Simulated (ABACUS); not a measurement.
# TaS2 (P-3m1) in ABACUS: notebook

Runs on TaS2. Level: PBE. Tasks: equation of state.

Everything below comes from runs of ABACUS 3.10.1. Logs are shortened: lines on timing, memory, paths and dates and some standing lists are left out, and cuts for length are marked.

## Step 1: The crystal as given

Symmetry: P-3m1, No. 164, trigonal system. The conventional cell has a = 3.350 Å, b = 3.350 Å, c = 5.860 Å, α = 90.00°, β = 90.00°, γ = 120.00°. Ta (site symmetry -3m) is surrounded by 6 S at 2.43 Å. S (site symmetry 3m) is surrounded by 3 Ta at 2.43 Å.

## Step 2: Equation of state, PBE, 17.85 Å³/atom (volume scaled by 0.94)

INPUT reads:

```
INPUT_PARAMETERS
suffix              TaS2
calculation         scf
basis_type          lcao
pseudo_dir          ./
orbital_dir         ./
symmetry            1
dft_functional      pbe
ecutwfc             100
pseudo_rcut         10
nspin               1
nbands              17
ks_solver           genelpa
smearing_method     fd
smearing_sigma      0.00367493
scf_thr             1e-07
scf_nmax            100
mixing_type         broyden
mixing_beta         0.7
cal_force           1
cal_stress          1
out_mul             1
```

STRU reads:

```
ATOMIC_SPECIES
Ta 180.9479 Ta.upf
S 32.0600 S.upf

NUMERICAL_ORBITAL
Ta_confined-atom_7au_2s1p1d.orb
S_confined-atom_7au_1s1p.orb

LATTICE_CONSTANT
1.8897261246

LATTICE_VECTORS
3.2816134642 0.0000000000 0.0000000000
-1.6408067321 2.8419606254 0.0000000000
0.0000000000 0.0000000000 5.7403745971

ATOMIC_POSITIONS
Direct

Ta
0.0
1
0.0000000000 0.0000000000 0.0000000000 1 1 1

S
0.0
2
0.6666666667 0.3333333333 0.7500000000 1 1 1
0.3333333333 0.6666666667 0.2500000000 1 1 1
```

KPT reads:

```
K_POINTS
0
Gamma
9 9 5 0 0 0
```

Potentials or basis: PseudoDojo NC SR 0.4.1 PBE standard, SZ LCAO (the cutoffs set its grid).

Started as:

```console
$ OMP_NUM_THREADS=1 mpirun -np 4 abacus > log
```

running log:

```text
ABACUS v3.10.1

               Atomic-orbital Based Ab-initio Computation at UStc

 ------------------------------------------------------------------------------------

 READING GENERAL INFORMATION
                           global_out_dir = OUT.TaS2/
                           global_in_card = INPUT
                               pseudo_dir = ./
                              orbital_dir = ./
                                    DSIZE = 4
                                    GSIZE = 1

 READING UNITCELL INFORMATION
                                    ntype = 2
                  lattice constant (Bohr) = 1.88973
              lattice constant (Angstrom) = 1

 READING ATOM TYPE 1
                               atom label = Ta
                      L=0, number of zeta = 2
                      L=1, number of zeta = 1
                      L=2, number of zeta = 1
             number of atom for this type = 1

 READING ATOM TYPE 2
                               atom label = S
                      L=0, number of zeta = 1
                      L=1, number of zeta = 1
             number of atom for this type = 2

                        TOTAL ATOM NUMBER = 3
DIRECT COORDINATES
    atom                   x                   y                   z     mag                  vx                  vy                  vz
taud_Ta1            0.0000000000        0.0000000000        0.0000000000  0.0000        0.0000000000        0.0000000000        0.0000000000
taud_S1            0.6666666667        0.3333333333        0.7500000000  0.0000        0.0000000000        0.0000000000        0.0000000000
taud_S2            0.3333333333        0.6666666667        0.2500000000  0.0000        0.0000000000        0.0000000000        0.0000000000

                          Volume (Bohr^3) = 361.279
                             Volume (A^3) = 53.5359

 Lattice vectors: (Cartesian coordinate: in unit of a_0)
             +3.28161                  +0                  +0
             -1.64081            +2.84196                  +0
                   +0                  +0            +5.74037
 Reciprocal vectors: (Cartesian coordinate: in unit of 2 pi/a_0)
            +0.304728           +0.175935                  -0
                   -0            +0.35187                  -0
                   +0                  -0           +0.174205
 The esolver type has been set to : ksdft_lcao

                PAO radial cut off (Bohr) = 10

 Read in pseudopotential file is Ta.upf
                     pseudopotential type = NC
          exchange-correlation functional = PBE
                 nonlocal core correction = 1
                        valence electrons = 13
                                     lmax = 3
                           number of zeta = 4
                     number of projectors = 8
                           L of projector = 0
                           L of projector = 0
                           L of projector = 1
                           L of projector = 1
                           L of projector = 2
                           L of projector = 2
                           L of projector = 3
                           L of projector = 3
                PAO radial cut off (Bohr) = 10

 Read in pseudopotential file is S.upf
                     pseudopotential type = NC
          exchange-correlation functional = PBE
                 nonlocal core correction = 1
                        valence electrons = 6
                                     lmax = 2
                           number of zeta = 2
                     number of projectors = 6
                           L of projector = 0
                           L of projector = 0
                           L of projector = 1
                           L of projector = 1
                           L of projector = 2
                           L of projector = 2
     initial pseudo atomic orbital number = 18

 SETUP THE ELECTRONS NUMBER
            electron number of element Ta = 13
      total electron number of element Ta = 13
[... 49 lines left out ...]
 -------------------------------------------

 SETUP SEARCHING RADIUS FOR PROGRAM TO SEARCH ADJACENT ATOMS
                  longest orb rcut (Bohr) = 7
   longest nonlocal projector rcut (Bohr) = 2.3
                     search radius (Bohr) = 18.6
              searching radius is (Bohr)) = 18.6
         searching radius unit is (Bohr)) = 1.89
                         PeriodicBoundary = 1
                        Radius(unit:lat0) = 9.84
                                   glayer = [ 5, 5, 3 ]
                             glayer_minus = [ 4, 4, 2 ]

Find the coordinate range of the input atom(unit:lat0).
                                  min_tau = [ -19.7, -11.4, -11.5 ]
                                  max_tau = [ 21.3, 13.3, 15.8 ]
                                BoxNumber = [ 9, 9, 5 ]

 SETUP EXTENDED REAL SPACE GRID FOR GRID INTEGRATION
                          real space grid = [ 40, 40, 72 ]
                 big cell numbers in grid = [ 8, 8, 24 ]
             meshcell numbers in big cell = [ 5, 5, 3 ]
                        extended fft grid = [ 11, 11, 16 ]
                dimension of extened grid = [ 31, 31, 57 ]
                            UnitCellTotal = 75
              Atom number in sub-FFT-grid = 3
    Local orbitals number in sub-FFT-grid = 18
                                ParaV.nnr = 2601
                                 init_chg = atomic

 LCAO ALGORITHM --------------- ION=   1  ELEC=   1--------------------------------

 Density error is 0.0701477147046
----------------------------------------------------------
     Energy           Rydberg                 eV
----------------------------------------------------------
 E_KohnSham     -174.1632744493      -2369.6129148488
 E_Harris       -177.4770527930      -2414.6991822313
 E_Fermi        0.8880854504         12.0830224365
----------------------------------------------------------
[... 80 lines left out ...]
 Density error is 9.96718865077e-08
----------------------------------------------------------
     Energy           Rydberg                 eV
----------------------------------------------------------
 E_KohnSham     -174.2409959831      -2370.6703705659
 E_KS(sigma->0) -174.2404542916      -2370.6630004742
 E_Harris       -174.2409942098      -2370.6703464386
 E_band         -12.2129298238       -166.1654348779
 E_one_elec     -57.8421929018       -786.9834082790
 E_Hartree      39.3605587379        535.5278752992
 E_xc           -42.7468900461       -581.6012764069
 E_Ewald        -113.0113883901      -1537.5988209958
 E_entropy(-TS) -0.0010833831        -0.0147401835
 E_descf        0.0000000000         0.0000000000
 E_exx          0.0000000000         0.0000000000
 E_Fermi        0.8708794053         11.8489221836
----------------------------------------------------------

 charge density convergence is achieved
 final etot is -2370.6703706 eV
 EFERMI = 11.848922184 eV

 STATE ENERGY(eV) AND OCCUPATIONS    NSPIN == 1
 1/50 kpoint (Cartesian) = 0.0000 0.0000 0.0000 (1522 pws)
       1       -56.8934     0.00493827
       2       -23.6005     0.00493827
       3       -23.6005     0.00493827
       4       -23.5996     0.00493827
       5       -4.54919     0.00493827
       6       -1.86298     0.00493827
[... 9 lines left out ...]
      16        16.8044    4.47366e-46
[... 82 lines left out ...]
       4       -23.5667      0.0296296
       5       -3.89696      0.0296296
       6       -2.05827      0.0296296
[... 9 lines left out ...]
      16        16.7603    6.48869e-45
      17        17.2386    4.54713e-49

[... levels at 44 further k points ...]

 correction force for each atom along direction 1 is 8.78001e-15
 correction force for each atom along direction 2 is 4.84566e-15
 correction force for each atom along direction 3 is 1.09264e-14
------------------------------------------------------------------------------------------
 TOTAL-FORCE (eV/Angstrom)
------------------------------------------------------------------------------------------
                       Ta1         0.0000000000         0.0000000000         0.0000000000
                        S1         0.0000000000         0.0000000000        -4.0575727112
                        S2         0.0000000000         0.0000000000         4.0575727112
------------------------------------------------------------------------------------------

----------------------------------------------------------------
 TOTAL-STRESS (KBAR)
----------------------------------------------------------------
       334.3293718609        -0.0000000000        -0.0000000000
         0.0000000000       334.3293718605        -0.0000000000
        -0.0000000000         0.0000000000       346.6310341467
----------------------------------------------------------------
 TOTAL-PRESSURE: 338.429926 KBAR

 --------------------------------------------
 !FINAL_ETOT_IS -2370.6703705659092520 eV
 --------------------------------------------
```

It took 2.8 s on 4 MPI ranks of AMD EPYC 7B13 (Zen 3), shared host; peak memory 0.36 GiB.

These settings aren't checked as converged: the numbers below hold their error.

Results:

| Property | Result |
| --- | --- |
| Free energy | -2370.6704 eV |
| Pressure | 33.8 GPa |
| Largest force | 4.058 eV/Å |
| Band gap on the k mesh | none (metal or under the smearing width) |
| Mulliken charges | Ta +0.49; S -0.25 e |

Caveat: the atomic orbitals were generated for these runs and aren't a published set; Mulliken charges move with the basis; this functional lacks dispersion, which binds the layers, so the pressure and a relaxed spacing across them are unreliable; the basis of atomic orbitals isn't converged, which shifts pressures, moduli and gaps; forces of over 1 eV/Å show positions far from the minimum, so gaps and moduli don't describe the material at rest.

## Step 3: Equation of state, PBE, 18.23 Å³/atom (volume scaled by 0.96)

INPUT is that of step 2.

Changes to STRU since step 2:

```diff
@@ -12,5 +12,5 @@
 LATTICE_VECTORS
-3.2816134642 0.0000000000 0.0000000000
--1.6408067321 2.8419606254 0.0000000000
-0.0000000000 0.0000000000 5.7403745971
+3.3047241796 0.0000000000 0.0000000000
+-1.6523620898 2.8619750921 0.0000000000
+0.0000000000 0.0000000000 5.7808011022
```

KPT is that of step 2.

Potentials or basis: PseudoDojo NC SR 0.4.1 PBE standard, SZ LCAO (the cutoffs set its grid).

Started as:

```console
$ OMP_NUM_THREADS=1 mpirun -np 4 abacus > log
```

Wall time 2.9 s (4 MPI ranks of AMD EPYC 7B13 (Zen 3), shared host); peak memory 0.36 GiB.

The run converged, but some of its settings lie outside the range that counts as converged, so its numbers aren't taken as properties of the crystal.

Results:

```yaml
Free_energy: -2370.8929 eV
Pressure: 28.9 GPa
Largest_force: 3.545 eV/Å
Band_gap_on_the_k_mesh: none (metal or under the smearing width)
Mulliken_charges: Ta +0.51; S -0.25 e
```

Caveat: the atomic orbitals were generated for these runs and aren't a published set; Mulliken charges move with the basis; this functional lacks dispersion, which binds the layers, so the pressure and a relaxed spacing across them are unreliable; the basis of atomic orbitals isn't converged, which shifts pressures, moduli and gaps; forces of over 1 eV/Å show positions far from the minimum, so gaps and moduli don't describe the material at rest.

## Step 4: Equation of state, PBE, 18.60 Å³/atom (volume scaled by 0.98)

INPUT is that of step 3.

Changes to STRU since step 3:

```diff
@@ -12,5 +12,5 @@
 LATTICE_VECTORS
-3.3047241796 0.0000000000 0.0000000000
--1.6523620898 2.8619750921 0.0000000000
-0.0000000000 0.0000000000 5.7808011022
+3.3275161011 0.0000000000 0.0000000000
+-1.6637580505 2.8817134751 0.0000000000
+0.0000000000 0.0000000000 5.8206699559
```

KPT is that of step 3.

Started as:

```console
$ OMP_NUM_THREADS=1 mpirun -np 4 abacus > log
```

Wall time 3.2 s (4 MPI ranks of AMD EPYC 7B13 (Zen 3), shared host); peak memory 0.36 GiB.

These settings aren't checked as converged: the numbers below hold their error.

Results:

```
Free energy            : -2371.0818 eV
Pressure               : 24.3 GPa
Largest force          : 3.066 eV/Å
Band gap on the k mesh : none (metal or under the smearing width)
Mulliken charges       : Ta +0.52; S -0.26 e
```

Caveat: the atomic orbitals were generated for these runs and aren't a published set; Mulliken charges move with the basis; this functional lacks dispersion, which binds the layers, so the pressure and a relaxed spacing across them are unreliable; the basis of atomic orbitals isn't converged, which shifts pressures, moduli and gaps; forces of over 1 eV/Å show positions far from the minimum, so gaps and moduli don't describe the material at rest.

## Step 5: Equation of state, PBE, 18.98 Å³/atom

INPUT is that of step 4.

Changes to STRU since step 4:

```diff
@@ -12,5 +12,5 @@
 LATTICE_VECTORS
-3.3275161011 0.0000000000 0.0000000000
--1.6637580505 2.8817134751 0.0000000000
-0.0000000000 0.0000000000 5.8206699559
+3.3500000000 0.0000000000 0.0000000000
+-1.6750000000 2.9011851027 0.0000000000
+0.0000000000 0.0000000000 5.8600000000
```

KPT is that of step 4.

Started as:

```console
$ OMP_NUM_THREADS=1 mpirun -np 4 abacus > log
```

Wall time 3.2 s (4 MPI ranks of AMD EPYC 7B13 (Zen 3), shared host); peak memory 0.36 GiB.

These settings aren't checked as converged: the numbers below hold their error.

What came out:

| Item | Value |
| --- | --- |
| Free energy | -2371.2399 eV |
| Pressure | 20.2 GPa |
| Largest force | 2.620 eV/Å |
| Band gap on the k mesh | none (metal or under the smearing width) |
| Mulliken charges | Ta +0.53; S -0.26 e |

Caveat: the atomic orbitals were generated for these runs and aren't a published set; Mulliken charges move with the basis; this functional lacks dispersion, which binds the layers, so the pressure and a relaxed spacing across them are unreliable; the basis of atomic orbitals isn't converged, which shifts pressures, moduli and gaps; forces of over 1 eV/Å show positions far from the minimum, so gaps and moduli don't describe the material at rest.

## Step 6: Equation of state, PBE, 19.36 Å³/atom (volume scaled by 1.02)

INPUT is that of step 5.

Changes to STRU since step 5:

```diff
@@ -12,5 +12,5 @@
 LATTICE_VECTORS
-3.3500000000 0.0000000000 0.0000000000
--1.6750000000 2.9011851027 0.0000000000
-0.0000000000 0.0000000000 5.8600000000
+3.3721860770 0.0000000000 0.0000000000
+-1.6860930385 2.9203988090 0.0000000000
+0.0000000000 0.0000000000 5.8988090780
```

KPT is that of step 5.

Potentials or basis: PseudoDojo NC SR 0.4.1 PBE standard, SZ LCAO (the cutoffs set its grid).

Started as:

```console
$ OMP_NUM_THREADS=1 mpirun -np 4 abacus > log
```

Wall time 3.2 s (4 MPI ranks of AMD EPYC 7B13 (Zen 3), shared host); peak memory 0.36 GiB.

The run converged, but some of its settings lie outside the range that counts as converged, so its numbers aren't taken as properties of the crystal.

What came out:

```
Free energy            : -2371.3701 eV
Pressure               : 16.5 GPa
Largest force          : 2.204 eV/Å
Band gap on the k mesh : none (metal or under the smearing width)
Mulliken charges       : Ta +0.54; S -0.27 e
```

Caveat: the atomic orbitals were generated for these runs and aren't a published set; Mulliken charges move with the basis; this functional lacks dispersion, which binds the layers, so the pressure and a relaxed spacing across them are unreliable; the basis of atomic orbitals isn't converged, which shifts pressures, moduli and gaps; forces of over 1 eV/Å show positions far from the minimum, so gaps and moduli don't describe the material at rest.

## Step 7: Equation of state, PBE, 19.74 Å³/atom (volume scaled by 1.04)

INPUT is that of step 6.

Changes to STRU since step 6:

```diff
@@ -12,5 +12,5 @@
 LATTICE_VECTORS
-3.3721860770 0.0000000000 0.0000000000
--1.6860930385 2.9203988090 0.0000000000
-0.0000000000 0.0000000000 5.8988090780
+3.3940840028 0.0000000000 0.0000000000
+-1.6970420014 2.9393629690 0.0000000000
+0.0000000000 0.0000000000 5.9371141064
```

KPT is that of step 6.

Started as:

```console
$ OMP_NUM_THREADS=1 mpirun -np 4 abacus > log
```

It took 3.2 s on 4 MPI ranks of AMD EPYC 7B13 (Zen 3), shared host; peak memory 0.36 GiB.

The run converged, but some of its settings lie outside the range that counts as converged, so its numbers aren't taken as properties of the crystal.

Results:

```
Free energy            : -2371.4750 eV
Pressure               : 13.1 GPa
Largest force          : 1.816 eV/Å
Band gap on the k mesh : none (metal or under the smearing width)
Mulliken charges       : Ta +0.55; S -0.27 e
```

Caveat: the atomic orbitals were generated for these runs and aren't a published set; Mulliken charges move with the basis; this functional lacks dispersion, which binds the layers, so the pressure and a relaxed spacing across them are unreliable; the basis of atomic orbitals isn't converged, which shifts pressures, moduli and gaps; forces of over 1 eV/Å show positions far from the minimum, so gaps and moduli don't describe the material at rest.

## Step 8: Equation of state, PBE, 20.12 Å³/atom (volume scaled by 1.06)

INPUT is that of step 7.

Changes to STRU since step 7:

```diff
@@ -12,5 +12,5 @@
 LATTICE_VECTORS
-3.3940840028 0.0000000000 0.0000000000
--1.6970420014 2.9393629690 0.0000000000
-0.0000000000 0.0000000000 5.9371141064
+3.4157029551 0.0000000000 0.0000000000
+-1.7078514776 2.9580855309 0.0000000000
+0.0000000000 0.0000000000 5.9749311394
```

KPT is that of step 7.

Started as:

```console
$ OMP_NUM_THREADS=1 mpirun -np 4 abacus > log
```

It took 3.2 s on 4 MPI ranks of AMD EPYC 7B13 (Zen 3), shared host; peak memory 0.36 GiB.

These settings aren't checked as converged: the numbers below hold their error.

What came out:

```yaml
Free_energy: -2371.5569 eV
Pressure: 10.0 GPa
Largest_force: 1.453 eV/Å
Band_gap_on_the_k_mesh: none (metal or under the smearing width)
Mulliken_charges: Ta +0.56; S -0.28 e
```

Caveat: the atomic orbitals were generated for these runs and aren't a published set; Mulliken charges move with the basis; this functional lacks dispersion, which binds the layers, so the pressure and a relaxed spacing across them are unreliable; the basis of atomic orbitals isn't converged, which shifts pressures, moduli and gaps; forces of over 1 eV/Å show positions far from the minimum, so gaps and moduli don't describe the material at rest.

## Step 9: Equation of state, PBE

Potentials or basis: PseudoDojo NC SR 0.4.1 PBE standard, SZ LCAO (the cutoffs set its grid).

No new run: the results of the series are fitted here.

The run converged, but some of its settings lie outside the range that counts as converged, so its numbers aren't taken as properties of the crystal.

What came out:

| Property | Result |
| --- | --- |
| Equilibrium volume | 21.67 Å³/atom (rough: see the caveat) |
| Bulk modulus at fixed shape and positions | 116 GPa (rough) |

Caveat: the atomic orbitals were generated for these runs and aren't a published set; the minimum lies outside the volumes run; the cell was scaled at fixed shape and fractional positions, which overstates the stiffness of a crystal with free parameters, most of all of layers and chains; this functional lacks dispersion, which binds the layers, so the pressure and a relaxed spacing across them are unreliable; the basis of atomic orbitals isn't converged, which shifts pressures, moduli and gaps.
